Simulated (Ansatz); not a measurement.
# InSe (R3m) in Ansatz: notebook

The runs below take InSe through single point, with PBE.

Everything below comes from runs of Ansatz 0.2.0. Logs are shortened: lines on timing, memory, paths and dates and some standing lists are left out, and cuts for length are marked.

**The experiment to reproduce.**

“The Interaction of Hydrogen with the van der Waals Crystal γ-InSe”, 2020, pmc:7321205 reports, for a bulk crystal of InSe at 300 K: band gap 1.25 eV.

How close the calculation comes is told below.

## Step 1: Starting point

The structure is trigonal, space group R3m (No. 160). Conventional cell: a = 4.000 Å, b = 4.000 Å, c = 25.320 Å, α = 90.00°, β = 90.00°, γ = 120.00°. Around In (site symmetry 3m) lie 3 Se at 2.63 Å and 1 In at 2.82 Å. Around In (site symmetry 3m) lie 3 Se at 2.64 Å and 1 In at 2.82 Å. Se (site symmetry 3m) is surrounded by 3 In at 2.63 Å. Around Se (site symmetry 3m) lie 3 In at 2.64 Å.

## Step 2: Single point, PBE

File input.yaml:

```yaml
crystal:
  lattice:
    - [2.0, 1.1547005384, 8.44]
    - [-2.0, 1.1547005384, 8.44]
    - [0.0, -2.3094010768, 8.44]
  atoms:
    - { symbol: In, position: [0.8886, 0.8886, 0.8886] }
    - { symbol: In, position: [0.0, 0.0, 0.0] }
    - { symbol: Se, position: [0.1719, 0.1719, 0.1719] }
    - { symbol: Se, position: [0.3835, 0.3835, 0.3835] }
hamiltonian:
  xc: pbe
  pseudopotentials: { kind: paw }
kpoints:
  mp_grid: { grid: [8, 8, 8] }
scf:
  occupations: { method: gaussian, width: 0.013 }
output:
  forces: true
  stress: true
  eigenvalues: true
```

Potentials or basis: Ansatz PAW.

The run is started by

```console
> ansatz run input.yaml --threads 2 --pin off --max-ram 5632MiB --backend cpu --events-out ev --progress --plain --runs-dir out
```

Standard output:

```text
Warning: RAYON_NUM_THREADS=2 ignored (pool sized by the plan → 2); use --threads N
basis.fft_grid_basis auto: the FFT boxes are laid along the combinations [[1, 0, -1], [0, 1, -1], [0, 0, 1]] of the cell's own vectors, 4.000, 4.000 and 8.750 Å long. The dense box has 27×27×60 points. Along the cell's own vectors, as sized, it would have 60×60×60, 4.94 times as many. Of the 6 symmetry operations that the crystal satisfies within crystal.symmetry.tolerance (time reversal apart; of a slab, those that keep its plane) the dense box along the cell's own vectors carries 6, and the one as laid loses 4 of those. basis.fft_grid_basis: typed keeps the cell's own vectors: state it where this run's energies or levels are differenced outside the engine with another run's, or held beside a run that keeps those vectors.
Engine: ansatz 0.2.0, x86_64-unknown-linux-gnu
Pseudopotentials: kind: paw
Pseudopotential: In, paw, valence charge 13, recommended cutoff 420 eV (normal), In.paw.azcp
Pseudopotential: Se, paw, valence charge 16, recommended cutoff 420 eV (normal), Se.paw.azcp
Functional definition: PBE
  parameter kappa = 0.804
  parameter beta = 0.06672455060314922
  exchange = pbe_x(kappa = kappa, mu = beta*pi^2/3)
  correlation = pbe_c(beta = beta)
Crystal: 4 atoms, lattice volume = 116.948 Å³
Basis set: ecut = 420 eV, 2309 PW (Γ), FFT grids on a1−a3, a2−a3, a3, exchange–correlation on 54×54×120 points (8 copies of the dense FFT grid, shifted against one another)
Bands: 35, of which v1, the nominal top of the filled ones, is band 29 counted from 1 (28 counted from 0)
Symmetry: 6 space group operations
Space group: R3m (ITA 160), of the structure as read, at distance tolerance 4.9e-5 Å
k-points: 65 of 512 (time reversal used)
Non-local potential: In, projectors of the file, l = 0: 2, l = 1: 2, l = 2: 2, l = 3: 2
Non-local potential: Se, projectors of the file, l = 0: 2, l = 1: 2, l = 2: 3, l = 3: 1
PAW form: soft (Blöchl's): semilocal exchange-correlation on the pseudo side does not see the compensation charge
PAW one-centre angular grid: In, 590 points (default); XC on 64 Gauss nodes
PAW one-centre angular grid: Se, 590 points (default); XC on 64 Gauss nodes
Initial density: superposition of atomic densities (neutral atoms: chi_scale 0, normalization atom), corrected by the library's trained network
Initial wavefunctions: pseudopotential atomic-orbital guess
Functional: x = pbe(κ = 0.804, μ = 0.2195149727645171), c = pbe(β = 0.06672455060314922)
SCF iter   1: F=—  HF=-22135.870664 eV  |F-HF|=—  |Δ(HF+E_count)|=         —  Δρ=1.72e-3  dr2=1.06e-2  ethr=1.77e-3  ⟨swp⟩=6.9  Hψ=9489  notcnv=0
preconditioner: auto → Resta (q_TF=auto, 2.427 Å⁻¹)  ε∞=3.3  [insulator: Δε(μ)=0.436 eV  Ē_g=13.996 eV  σ=0.013 eV  W_gap=1.00  n_scr=30 (ndim 8)  ℏωp=21.2 eV  f_vac=0.086  D(μ)=0.00/eV (n_scr^D=0)  ε∞_Penn≈3.3]
SCF iter   2: F=—  HF=-22135.866602 eV  |F-HF|=—  |Δ(HF+E_count)|=   4.06e-3  Δρ=7.76e-4  dr2=6.06e-4  ethr=1.84e-5  ⟨swp⟩=2.9  Hψ=4419  notcnv=0  defer=76
SCF iter   3: F=—  HF=-22135.866628 eV  |F-HF|=—  |Δ(HF+E_count)|=   2.55e-5  Δρ=3.81e-4  dr2=1.59e-4  ethr=1.05e-6  ⟨swp⟩=2.0  Hψ=3354  notcnv=0  defer=11
automatic band count: iteration 3 solves 34 bands in place of 35: the levels show a gap, and the empty bands left out lie too high to hold charge; the band table lists the bands solved (type scf.n_extra_bands for more)
SCF iter   4: F=—  HF=-22135.866721 eV  |F-HF|=—  |Δ(HF+E_count)|=   9.29e-5  Δρ=1.10e-4  dr2=1.69e-5  ethr=2.74e-7  ⟨swp⟩=2.2  Hψ=2897  notcnv=0  defer=11
SCF iter   5: F=—  HF=-22135.866724 eV  |F-HF|=—  |Δ(HF+E_count)|=   2.58e-6  Δρ=2.69e-5  dr2=1.73e-6  ethr=2.91e-8  ⟨swp⟩=2.0  Hψ=4084  notcnv=0  defer=11
SCF iter   6: F=—  HF=-22135.866725 eV  |F-HF|=—  |Δ(HF+E_count)|=   1.22e-6  Δρ=8.76e-6  dr2=1.25e-7  ethr=2.98e-9  ⟨swp⟩=2.0  Hψ=4084  notcnv=0  defer=11
SCF iter   7: F=-22135.866725 eV  HF=-22135.866725 eV  |F-HF|=5.57e-9  |Δ(HF+E_count)|=   1.99e-7  Δρ=2.11e-6  dr2=5.81e-9  ethr=1.72e-10  ⟨swp⟩=5.5  Hψ=7800  notcnv=0
SCF 1 converged in 7 iterations: F = -22135.866725 eV  dr2 = 5.81e-9
SCF converged after 7 iterations
Free energy (F): -22135.866725 eV
Harris-Foulkes:  -22135.866725 eV  (|F-HF|=5.57e-9)
Internal energy: -22135.866725 eV  (E = F + TS)
E sigma→0 (E₀):  -22135.866725 eV
Fermi energy:    7.500397 eV
--- Per-component energies (eV) ---
  E_band       = -912.716117
  E_kinetic    = 723.453276
  E_local      = -7917.558812  (includes V_loc(G=0)·N_el)
  E_nonlocal   = -457.102095
  E_hartree    = 3651.301599
  E_xc         = -639.046420
  E_vxc        = -394.939768  (∫ρ·V_xc dr)
  E_paw        = -12132.709302  (= ΣΔE_a)
  E_vpaw       = -169.173019  (= ΣTr[D̂ρ^β])
  E_aug_tail   = -0.001156  (compensation charges beyond the density's cutoff)
  E_ewald      = -5364.203816
  E_smearing   = -0.000000  (= −TS)
  E_closure    = -0.000000  (closes the sum)
  Σ components = -22135.866725   (vs F -22135.866725, Δ=0.00e0)
--- Forces (eV/Å), atoms counted from 1 ---
  atom   1  In     0.00000000    -0.00000000     0.36503962
  atom   2  In     0.00000000     0.00000000    -0.34950399
  atom   3  Se     0.00000000     0.00000000    -0.25774561
  atom   4  Se     0.00000000    -0.00000000     0.24220308
  max |Σ_I F_I| component: 6.89e-6 eV/Å
--- Stress (GPa, compression-positive) ---
        3.147728       0.000000       0.000000
        0.000000       3.147728      -0.000000
        0.000000      -0.000000       1.952734
  P = ⅓ Tr σ = 2.7494 GPa (27.494 kbar)
--- Band table (eV; the first three rows and the last of 65) ---
  k-point 0: bands = ["-40.1872", "-40.1872", "-40.1790", "-40.1790", "-40.1580", "-40.1580", "-40.1513", "-40.1513", "-40.1471", "-40.1409", "-7.4962", "-7.3268", "-7.3268", "-7.2545", "-7.2545", "-7.2315", "-7.2315", "-7.0646", "-7.0646", "-7.0617", "-6.2777", "-5.8781", "0.9893", "3.8415", "5.7711", "5.9754", "5.9754", "6.0684", "6.0684", "8.9779", "9.3883", "11.6843", "11.6843", "12.4647"]
  k-point 1: bands = ["-40.1872", "-40.1872", "-40.1790", "-40.1790", "-40.1580", "-40.1580", "-40.1513", "-40.1513", "-40.1470", "-40.1409", "-7.5024", "-7.3822", "-7.3231", "-7.3221", "-7.2432", "-7.2357", "-7.2246", "-7.0993", "-7.0659", "-7.0035", "-6.1010", "-5.7311", "1.1018", "3.5703", "4.9890", "5.5897", "5.7789", "5.9031", "6.1730", "9.3195", "10.0693", "10.9857", "11.8361", "12.1210"]
  k-point 2: bands = ["-40.1872", "-40.1871", "-40.1790", "-40.1789", "-40.1580", "-40.1580", "-40.1514", "-40.1513", "-40.1470", "-40.1408", "-7.5602", "-7.4431", "-7.4302", "-7.3185", "-7.2458", "-7.2161", "-7.2032", "-7.1163", "-7.0688", "-6.9523", "-5.6824", "-5.3741", "1.2978", "2.7979", "3.8057", "5.2390", "5.3869", "5.5232", "6.2778", "9.3111", "9.4837", "11.3338", "11.5275", "12.0502"]
  k-point 64: bands = ["-40.1872", "-40.1872", "-40.1790", "-40.1790", "-40.1580", "-40.1580", "-40.1513", "-40.1513", "-40.1471", "-40.1409", "-7.4959", "-7.3270", "-7.3270", "-7.2544", "-7.2544", "-7.2315", "-7.2315", "-7.0706", "-7.0645", "-7.0645", "-6.1355", "-6.0273", "1.3378", "2.9477", "5.9076", "5.9076", "6.1426", "6.1426", "7.2794", "7.7214", "9.4493", "11.6020", "11.6020", "12.9028"]
```

Wall time 19 s (2 threads of Intel Xeon at 2.50GHz (Skylake/Cascade Lake), shared host); peak memory 0.51 GiB.

Results:

```
Free energy            : -22135.8667 eV
Pressure               : 2.7 GPa
Largest force          : 0.365 eV/Å
Band gap on the k mesh : 0.44 eV, direct
```

Forces on the atoms (eV/Å):
```
In   0.000  0.000  0.365
In   0.000  0.000 -0.350
Se   0.000  0.000 -0.258
Se   0.000  0.000  0.242
```

Caveat: spin-orbit coupling is left out, which moves the levels of the heavy elements.

## Step 3: Single point, PBE

input.yaml, as its differences from that of step 2:

```diff
@@ -16,3 +16,3 @@
 scf:
-  occupations: { method: gaussian, width: 0.013 }
+  occupations: { method: gaussian, width: 0.014 }
 output:
@@ -21 +21,5 @@
   eigenvalues: true
+  write_density: true
+  write_potential: true
+  elf: true
+  volumetric_format: npy
```

Potentials or basis: Ansatz PAW.

The run is started by

```console
> ansatz run input.yaml --threads 2 --pin off --max-ram 5632MiB --backend cpu --events-out ev --progress --plain --runs-dir out
```

Wall time 25 s (2 threads of Intel Xeon at 2.50GHz (Skylake/Cascade Lake), shared host); peak memory 0.52 GiB.

Results (log left out):

| Property | Result |
| --- | --- |
| Free energy | -22135.8667 eV |
| Pressure | 2.7 GPa |
| Largest force | 0.365 eV/Å |
| Band gap on the k mesh | 0.44 eV, direct |

Forces in eV/Å, atoms in the order of the input:
```
In   0.000  0.000  0.365
In   0.000  0.000 -0.350
Se   0.000  0.000 -0.258
Se   0.000  0.000  0.242
```

Stress tensor (GPa, compression positive):
```
3.15 0.00 0.00
0.00 3.15 0.00
0.00 0.00 1.95
```

Levels at points of the mesh, in eV from the valence-band top:
```csv
k point,band 27,band 28,band 29,band 30,band 31,band 32
"(0.00, 0.00, 0.00)",-1.30,-1.21,-1.21,1.70,2.11,4.40
"(0.00, 0.00, -0.50)",-2.34,-2.24,-1.67,1.22,1.97,3.64
"(0.00, -0.50, -0.50)",-2.50,-2.05,-1.50,1.19,1.98,3.30
"(-0.50, -0.50, -0.50)",-1.14,-1.14,0.00,0.44,2.17,4.32
```

Caveat: spin-orbit coupling is left out, which moves the levels of the heavy elements.

## Step 4: How close it comes

Step 2. Measured gap of InSe: 1.25 eV (300 K; “The Interaction of Hydrogen with the van der Waals Crystal γ-InSe”, 2020, pmc:7321205). This calculation gives 0.44 eV (-0.81 eV). Spin-orbit coupling on In, Se is left out. The value is that of PBE on a finite k mesh, which can miss the band edges, without temperature or zero-point motion. Semilocal functionals fall short of measured gaps as a rule.

Step 3. Against the measured gap of InSe, 1.25 eV (300 K; “The Interaction of Hydrogen with the van der Waals Crystal γ-InSe”, 2020, pmc:7321205), the calculated 0.44 eV is off by -0.81 eV. Spin-orbit coupling on In, Se is left out. The value is that of PBE on a finite k mesh, which can miss the band edges, without temperature or zero-point motion. Semilocal functionals fall short of measured gaps as a rule.
